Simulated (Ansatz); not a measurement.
SnSe₂ and its competing phases

The calculation used DFT PBE, scalar-relativistic, plane waves, PAW (Ansatz 0.2.0). Settings: cutoff 420 eV, Γ-centred meshes spaced at most about 0.3 Å⁻¹, and about 0.25 Å⁻¹ or finer for metals (2π included), Gaussian smearing. No spin polarisation.

Energies over the elements count from the elements' standard structures at the same level, with no fitted energy shifts. The references include grey tin.

Temperature and zero-point effects are left out. Weakly bound directions are ill-defined at this level, which has no dispersion term (P-3m1), and this can change margins and order among such cells. The reference form of Se is held partly by dispersion forces, which this level lacks.

The competitors are the elements and 2 reference phases of this chemical system (from databases or known types: SnSe, SnSe2), relaxed at the same level; other known phases may be missing.

The candidate was reached from: CuI2 type. The sheet is periodic along a and b; c holds vacuum.

```
CELL_PARAMETERS angstrom
5.26669 0.00000 0.00000
0.00000 5.26669 0.00000
0.00000 0.00000 23.80000
ATOMIC_POSITIONS crystal
Sn 0.00000 0.00000 0.29412
Se 0.00000 0.50000 0.29412
Se 0.50000 0.00000 0.29412
```

**Question.** Where does it stand against these competitors?

**Answer.** Not the lowest form: another structure of the same formula lies lower. Its formation energy is 0.354 eV/atom. The lowest competing phase at this composition is this:

```
phase      space group             source  share of atoms  ΔE_f (eV/atom)
SnSe2  P-3m1 (No. 164)  Materials Project          1.0000          -0.342
```

The candidate lies 0.70 eV/atom above this phase. The rivals are bulk phases, so the margin includes the cost of making a free sheet.
